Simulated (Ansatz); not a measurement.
# Cr (P-1) in Ansatz: convergence with smearing width

Aim: find how far smearing width must go before the results for Cr settle, at r2SCAN. This setting moves, with any that are tied to it; all else stays.

Everything below comes from runs of Ansatz 0.2.0. Logs are shortened: lines on timing, memory, paths and dates and some standing lists are left out, and cuts for length are marked.

### 1 Starting point

The typed cell holds 1 atom: a = 2.562 Å, b = 2.541 Å, c = 2.350 Å, α = 105.10°, β = 107.45°, γ = 114.24°.

This isn't the form of Cr at room conditions, which is bcc.

### 2 With smearing width 0.3 eV

Contents of input.yaml:

```yaml
crystal:
  lattice:
    - [-1.49433666, 1.54520073, 1.39321534]
    - [1.56967216, -1.45095608, 1.37430619]
    - [1.40634308, 1.3629625, -1.29897069]
  atoms:
    - { symbol: Cr, position: [0.0, 0.0, 0.0], spin: 3.0 }
hamiltonian:
  xc: r2scan
  pseudopotentials: { kind: paw, level: accurate }
magnetization:
  spin_polarized: true
kpoints:
  mp_grid: { grid: [9, 9, 9] }
scf:
  occupations: { method: gaussian, width: 0.3 }
output:
  forces: true
  stress: true
  eigenvalues: true
```

Potentials or basis: Ansatz PAW earlier set.

Run with:

```sh
$ ansatz run input.yaml --threads 2 --pin off --max-ram 5632MiB --backend cpu --events-out ev --progress --plain --runs-dir out
```

It took 31 s on 2 threads of Intel Xeon Platinum 8488C (Sapphire Rapids), shared host; peak memory 0.74 GiB.

What came out:

```
Free energy            : -3382.4942 eV
Pressure               : -11.6 GPa
Band gap on the k mesh : none (metal or under the smearing width)
Net moment             : 0.00 μB per cell
Absolute moment        : 0.00 μB per cell
```

### 3 With smearing width 0.2 eV

Edit input.yaml of step 2 so:

```diff
@@ -15,3 +15,3 @@
 scf:
-  occupations: { method: gaussian, width: 0.3 }
+  occupations: { method: gaussian, width: 0.2 }
 output:
```

Potentials or basis: Ansatz PAW earlier set.

Run with:

```sh
$ ansatz run input.yaml --threads 2 --pin off --max-ram 5632MiB --backend cpu --events-out ev --progress --plain --runs-dir out
```

It took 28 s on 2 threads of Intel Xeon Platinum 8488C (Sapphire Rapids), shared host; peak memory 0.75 GiB.

Results:

```yaml
Free_energy: -3382.4867 eV
Pressure: -11.7 GPa
Band_gap_on_the_k_mesh: none (metal or under the smearing width)
Net_moment: 0.00 μB per cell
Absolute_moment: 0.00 μB per cell
```

### 4 With smearing width 0.15 eV

Edit input.yaml of step 3 so:

```diff
@@ -15,3 +15,3 @@
 scf:
-  occupations: { method: gaussian, width: 0.2 }
+  occupations: { method: gaussian, width: 0.15 }
 output:
```

Run with:

```sh
$ ansatz run input.yaml --threads 2 --pin off --max-ram 5632MiB --backend cpu --events-out ev --progress --plain --runs-dir out
```

It took 28 s on 2 threads of Intel Xeon Platinum 8488C (Sapphire Rapids), shared host; peak memory 0.75 GiB.

What came out:

```
Free energy            : -3382.4842 eV
Pressure               : -11.8 GPa
Band gap on the k mesh : none (metal or under the smearing width)
Net moment             : 0.00 μB per cell
Absolute moment        : 0.00 μB per cell
```

### 5 With smearing width 0.1 eV

Edit input.yaml of step 4 so:

```diff
@@ -15,3 +15,3 @@
 scf:
-  occupations: { method: gaussian, width: 0.15 }
+  occupations: { method: gaussian, width: 0.1 }
 output:
```

Run with:

```sh
$ ansatz run input.yaml --threads 2 --pin off --max-ram 5632MiB --backend cpu --events-out ev --progress --plain --runs-dir out
```

Run time: 27 s. Hardware: 2 threads of Intel Xeon Platinum 8488C (Sapphire Rapids), shared host; peak memory 0.74 GiB.

Results:

| Item | Value |
| --- | --- |
| Free energy | -3382.4824 eV |
| Pressure | -11.8 GPa |
| Band gap on the k mesh | none (metal or under the smearing width) |
| Net moment | 0.00 μB per cell |
| Absolute moment | 0.00 μB per cell |

### 6 With smearing width 0.05 eV

Edit input.yaml of step 5 so:

```diff
@@ -15,3 +15,3 @@
 scf:
-  occupations: { method: gaussian, width: 0.1 }
+  occupations: { method: gaussian, width: 0.05 }
 output:
```

Potentials or basis: Ansatz PAW earlier set.

Run with:

```sh
$ ansatz run input.yaml --threads 2 --pin off --max-ram 5632MiB --backend cpu --events-out ev --progress --plain --runs-dir out
```

Wall time 26 s (2 threads of Intel Xeon Platinum 8488C (Sapphire Rapids), shared host); peak memory 0.74 GiB.

The run converged. Its results:

| Quantity | Value |
| --- | --- |
| Free energy | -3382.4814 eV |
| Pressure | -11.9 GPa |
| Band gap on the k mesh | none (metal or under the smearing width) |
| Net moment | 0.00 μB per cell |
| Absolute moment | 0.00 μB per cell |

### 7 With smearing width 0.025 eV

Edit input.yaml of step 6 so:

```diff
@@ -15,3 +15,3 @@
 scf:
-  occupations: { method: gaussian, width: 0.05 }
+  occupations: { method: gaussian, width: 0.025 }
 output:
```

Run with:

```sh
$ ansatz run input.yaml --threads 2 --pin off --max-ram 5632MiB --backend cpu --events-out ev --progress --plain --runs-dir out
```

Wall time 28 s (2 threads of Intel Xeon Platinum 8488C (Sapphire Rapids), shared host); peak memory 0.75 GiB.

It converged, with:

* Free energy: -3382.4812 eV
* Pressure: -11.9 GPa
* Band gap on the k mesh: none (metal or under the smearing width)
* Net moment: 0.00 μB per cell
* Absolute moment: 0.00 μB per cell

### 8 With smearing width 0.01 eV

Edit input.yaml of step 7 so:

```diff
@@ -15,3 +15,3 @@
 scf:
-  occupations: { method: gaussian, width: 0.025 }
+  occupations: { method: gaussian, width: 0.01 }
 output:
```

Run with:

```sh
$ ansatz run input.yaml --threads 2 --pin off --max-ram 5632MiB --backend cpu --events-out ev --progress --plain --runs-dir out
```

It took 36 s on 2 threads of Intel Xeon Platinum 8488C (Sapphire Rapids), shared host; peak memory 0.75 GiB.

The run converged. Its results:

| Item | Value |
| --- | --- |
| Free energy | -3382.4811 eV |
| Pressure | -11.9 GPa |
| Band gap on the k mesh | none (metal or under the smearing width) |
| Net moment | 0.00 μB per cell |
| Absolute moment | 0.00 μB per cell |

### 9 With smearing width 0.005 eV

Edit input.yaml of step 8 so:

```diff
@@ -15,3 +15,3 @@
 scf:
-  occupations: { method: gaussian, width: 0.01 }
+  occupations: { method: gaussian, width: 0.005 }
 output:
```

Potentials or basis: Ansatz PAW earlier set.

Run with:

```sh
$ ansatz run input.yaml --threads 2 --pin off --max-ram 5632MiB --backend cpu --events-out ev --progress --plain --runs-dir out
```

What it wrote:

```text
Warning: RAYON_NUM_THREADS=2 ignored (pool sized by the plan → 2); use --threads N
Engine: ansatz 0.2.0, x86_64-unknown-linux-gnu
Pseudopotentials: kind: paw, level: accurate
Pseudopotential: Cr, paw, valence charge 14, recommended cutoff 1070 eV (high), Cr.paw.azcp
Functional definition: r2SCAN
  parameter k0 = 0.174
  parameter k1 = 0.065
  parameter a1 = 4.9479
  exchange = r2scan_x(k0 = k0, k1 = k1, a1 = a1)
  correlation = r2scan_c
Crystal: 1 atoms, lattice volume = 11.943 Å³
Basis set: ecut = 1070 eV, 943 PW (Γ), exchange–correlation on 120×120×108 points (64 copies of the dense FFT grid, shifted against one another)
Bands: 13, of which v1, the nominal top of the filled ones, is band 7 counted from 1 (6 counted from 0)
Symmetry: 2 space group operations
Space group: P-1 (ITA 2), of the structure as read, at distance tolerance 2.3e-5 Å
Magnetic group: BNS 2.4 (UNI 4), of the structure as read, at distance tolerance 2.3e-5 Å
k-points: 365 of 729
Non-local potential: Cr, projectors of the file, l = 0: 3, l = 1: 2, l = 2: 3, l = 3: 1
PAW form: soft (Blöchl's): semilocal exchange-correlation on the pseudo side does not see the compensation charge
PAW frozen core: Cr, regenerated for the run's functional (the file was generated under x = pbe(κ = 0.804, μ = 0.2195149727645171), c = pbe(β = 0.06672455060314922))
PAW one-centre angular grid: Cr, 590 points (default); XC on 160 Gauss nodes
Initial density: superposition of atomic densities (chi_scale 0.1, normalization cell)
Starting moments: Σ|m| = 3 μB on 1 of 1 site
Initial wavefunctions: pseudopotential atomic-orbital guess
Functional: x = r2scan, c = r2scan; τ floored in thin density (d = 2e-4 eV/Å³)
SCF iter   1: F=—  HF=-3381.300256 eV  |F-HF|=—  |Δ(HF+E_count)|=         —  Δρ=1.52e-1 (↑1.52e-1 ↓5.28e-2)  dr2=2.53e0  dr2_τ=3.30e-1  dr2_m=7.13e-1  M=1.834 μB ∫|m|=1.834 μB  β_m=0.77  ethr=3.10e-3  ⟨swp⟩=4.3  Hψ=48542  notcnv=0
Mixer restart at iter 1: flushing history
preconditioner: auto → none  [metal: Δε(μ)=0.001 eV  Ē_g=12.422 eV  σ=0.005 eV  W_gap=0.10  n_scr=0 (ndim 8)  ℏωp=26.3 eV  f_vac=0.000  D(μ)=3.75/eV (n_scr^D=84)]
SCF iter   2: F=—  HF=-3381.485317 eV  |F-HF|=—  |Δ(HF+E_count)|=   1.85e-1  Δρ=6.94e-2 (↑6.94e-2 ↓3.57e-2)  dr2=4.04e-1  dr2_τ=6.41e-2  dr2_m=2.17e-1  M=1.405 μB ∫|m|=1.411 μB  β_m=1.00  ethr=3.10e-3  ⟨swp⟩=2.3  Hψ=23284  notcnv=0  defer=1131  κ⁻¹=1.0e0(r=1)
SCF iter   3: F=—  HF=-3381.849561 eV  |F-HF|=—  |Δ(HF+E_count)|=   3.64e-1  Δρ=3.40e-2 (↑3.40e-2 ↓3.09e-2)  dr2=6.89e-2  dr2_τ=2.73e-2  dr2_m=6.78e-2  M=0.897 μB ∫|m|=0.968 μB  β_m=1.00  ethr=2.89e-3  ⟨swp⟩=2.7  Hψ=18075  notcnv=0  defer=1154  κ⁻¹=8.4e-2(r=2)
SCF iter   4: F=—  HF=-3383.142905 eV  |F-HF|=—  |Δ(HF+E_count)|=         —  Δρ=9.14e-2 (↑8.52e-2 ↓9.14e-2)  dr2=3.12e-2  dr2_τ=2.71e-1  dr2_m=8.15e-1  M=-0.064 μB ∫|m|=0.087 μB  β_m=1.00  ethr=4.92e-4  ⟨swp⟩=2.5  Hψ=17200  notcnv=0  defer=1143
Mixer restart at iter 4: flushing history
SCF iter   5: F=—  HF=-3382.477129 eV  |F-HF|=—  |Δ(HF+E_count)|=   6.66e-1  Δρ=9.60e-3 (↑5.66e-3 ↓9.60e-3)  dr2=1.55e-2  dr2_τ=1.75e-3  dr2_m=2.21e-3  M=-0.008 μB ∫|m|=0.029 μB  β_m=0.34  ethr=3.57e-4  ⟨swp⟩=2.6  Hψ=19720  notcnv=0  defer=1012
[... 7 lines left out ...]
SCF iter  13: F=—  HF=-3382.481087 eV  |F-HF|=—  |Δ(HF+E_count)|=   1.54e-7  Δρ=1.71e-5 (↑1.71e-5 ↓1.26e-5)  dr2=1.25e-8  dr2_τ=1.20e-9  dr2_m=3.41e-9  M=0.003 μB ∫|m|=0.004 μB  β_m=1.00  ethr=3.85e-10  ⟨swp⟩=2.0  Hψ=14601  notcnv=0  defer=995  κ⁻¹=4.3e-7(r=8)
SCF iter  14: F=—  HF=-3382.481087 eV  |F-HF|=—  |Δ(HF+E_count)|=   2.35e-8  Δρ=8.30e-6 (↑8.30e-6 ↓7.12e-6)  dr2=3.85e-9  dr2_τ=2.13e-10  dr2_m=2.91e-10  M=0.003 μB ∫|m|=0.004 μB  β_m=1.00  ethr=8.96e-11  ⟨swp⟩=2.0  Hψ=14601  notcnv=0  defer=995  κ⁻¹=6.9e-7(r=8)
SCF iter  15: F=—  HF=-3382.481087 eV  |F-HF|=—  |Δ(HF+E_count)|=   3.50e-9  Δρ=2.23e-6 (↑1.82e-6 ↓2.23e-6)  dr2=2.41e-10  dr2_τ=2.77e-11  dr2_m=8.20e-11  M=0.003 μB ∫|m|=0.004 μB  β_m=1.00  ethr=2.75e-11  ⟨swp⟩=2.0  Hψ=14603  notcnv=0  defer=995  κ⁻¹=3.8e-7(r=8)
SCF iter  16: F=—  HF=-3382.481087 eV  |F-HF|=—  |Δ(HF+E_count)|=   4.12e-9  Δρ=1.39e-6 (↑1.39e-6 ↓1.24e-6)  dr2=5.14e-11  dr2_τ=1.70e-11  dr2_m=1.08e-10  M=0.003 μB ∫|m|=0.004 μB  β_m=1.00  ethr=1.72e-12  ⟨swp⟩=6.1  Hψ=39935  notcnv=0  κ⁻¹=1.0e-7(r=8)
SCF iter  17: F=—  HF=-3382.481087 eV  |F-HF|=—  |Δ(HF+E_count)|=   2.10e-9  Δρ=7.67e-7 (↑7.67e-7 ↓5.23e-7)  dr2=1.23e-11  dr2_τ=5.12e-12  dr2_m=3.10e-11  M=0.003 μB ∫|m|=0.004 μB  β_m=1.00  ethr=1.00e-12  ⟨swp⟩=2.0  Hψ=17521  notcnv=0  κ⁻¹=4.8e-7(r=8)
SCF iter  18: F=-3382.481087 eV  HF=-3382.481087 eV  |F-HF|=2.09e-10  |Δ(HF+E_count)|=   1.11e-9  Δρ=3.35e-7 (↑3.35e-7 ↓2.05e-7)  dr2=2.06e-12  dr2_τ=8.95e-13  dr2_m=5.81e-12  M=0.003 μB ∫|m|=0.004 μB  ethr=1.00e-12  ⟨swp⟩=2.0  Hψ=17521  notcnv=0
SCF 1 converged in 18 iterations: F = -3382.481087 eV  dr2 = 2.06e-12
this state was not tested for a lower state beside it, because the mixer in use, unlike msr1, does not test its closes by its own steps (another_mixer; see scf.mixing.algorithm and scf.lower_state_search)
SCF converged after 18 iterations
Magnetization: 0.0028 μB (7.0014 up, 6.9986 down)
Absolute magnetization: 0.0045 μB (∫|ρ↑−ρ↓|, with the PAW one-centre terms)
Spin contamination: 0.0000 ħ² per cell (⟨S²⟩ above its minimum at these occupations)
Per-site moments (μB) at R_I (Å): [(0.0027543469822774035, 0.9694006701976753)]
Free energy (F): -3382.481087 eV
Harris-Foulkes:  -3382.481087 eV  (|F-HF|=2.09e-10)
Internal energy: -3382.481085 eV  (E = F + TS)
E sigma→0 (E₀):  -3382.481086 eV
Entropy (-TS):   -0.000001 eV (-0.001 meV/atom)
Fermi energy:    18.545622 eV
--- Per-component energies (eV) ---
  E_band       = -172.848281
  E_kinetic    = 702.017275
  E_local      = -1969.813199  (includes V_loc(G=0)·N_el)
  E_nonlocal   = 483.457936
  E_hartree    = 524.793985
  E_xc         = -210.185867
  E_vxc        = -312.034850  (∫ρ·V_xc dr)
  E_paw        = -1131.618872  (= ΣΔE_a)
  E_vpaw       = -149.797775  (= ΣTr[D̂ρ^β])
  E_aug_tail   = -0.000001  (compensation charges beyond the density's cutoff)
  E_vtau       = 23.734375  (kinetic-family band-sum trace: ∫τ·v_τ [+ j·A + Jᵃ·Aᵃ] dr)
  E_ewald      = -1780.850572
  E_core_change = -0.281770  (= ΣΔE_core)
  E_smearing   = -0.000001  (= −TS)
  E_closure    = 0.000000  (closes the sum)
  Σ components = -3382.481087   (vs F -3382.481087, Δ=0.00e0)
--- Forces (eV/Å), atoms counted from 1 ---
  atom   1  Cr     0.00000000     0.00000000     0.00000000
  max |Σ_I F_I| component: 0.00e0 eV/Å
--- Stress (GPa, compression-positive) ---
      -22.073922       7.578843      -5.570659
        7.578846     -15.192575      -6.008540
       -5.570663      -6.008541       1.668125
  P = ⅓ Tr σ = -11.8661 GPa (-118.661 kbar)
--- Band table (eV; the first three rows and the last of 730) ---
  k-point 0 ↑: bands = ["-56.1994", "-25.8678", "-25.8253", "-25.6129", "10.2692", "16.8042", "17.7596", "18.0894", "19.7437", "20.2994", "39.6749", "41.7825", "42.8698"]
  k-point 1 ↑: bands = ["-56.1718", "-25.8779", "-25.8609", "-25.7276", "10.8242", "17.0355", "17.9169", "18.0298", "19.4018", "20.1811", "39.8000", "40.5259", "43.0977"]
  k-point 2 ↑: bands = ["-56.1012", "-26.1354", "-25.8845", "-25.8450", "12.2790", "17.3255", "17.4943", "18.8574", "18.9877", "19.9616", "37.0180", "39.1921", "43.3405"]
  k-point 364 ↓: bands = ["-56.0554", "-26.4019", "-26.0131", "-25.7772", "14.4170", "15.9470", "16.5156", "20.0773", "20.3973", "21.5185", "32.1626", "34.3441", "38.3271"]
```

Wall time 28 s (2 threads of Intel Xeon Platinum 8488C (Sapphire Rapids), shared host); peak memory 0.74 GiB.

Results:

| Property | Result |
| --- | --- |
| Free energy | -3382.4811 eV |
| Pressure | -11.9 GPa |
| Net moment | 0.00 μB per cell |
| Absolute moment | 0.00 μB per cell |

### 10 Summary

| smearing width | energy less the tightest run, at zero smearing (meV/atom) | pressure (GPa) | SCF cycles | CPU time (s) | peak memory (GiB) |
| --- | --- | --- | --- | --- | --- |
| 0.3 eV | 0.86 | -11.57 | 19 | 58 | 0.74 |
| 0.2 eV | 0.22 | -11.70 | 20 | 54 | 0.75 |
| 0.15 eV | 0.11 | -11.76 | 19 | 52 | 0.75 |
| 0.1 eV | 0.02 | -11.82 | 19 | 51 | 0.74 |
| 0.05 eV | -0.01 | -11.86 | 19 | 49 | 0.74 |
| 0.025 eV | 0.01 | -11.86 | 18 | 53 | 0.75 |
| 0.01 eV | 0.00 | -11.87 | 27 | 69 | 0.75 |
| 0.005 eV | 0.00 | -11.87 | 18 | 52 | 0.74 |

Against the tightest run, the energy stays within 1 meV/atom from 0.3 eV on; the pressure stays within 0.1 GPa from 0.1 eV on. Narrower smearing needs a denser k mesh, so at a fixed mesh the narrowest width isn't the most accurate. The tightest run that finished is the yardstick and may itself not be fully converged.

Caveats: the magnetic or orbital state may not be the lowest; the starting moments collapsed, and a magnetic state may lie lower; the PAW data sets come from PBE, with cores solved anew for the run's functional, which leaves a small shift of forces and pressure; the starting moments weren't kept.
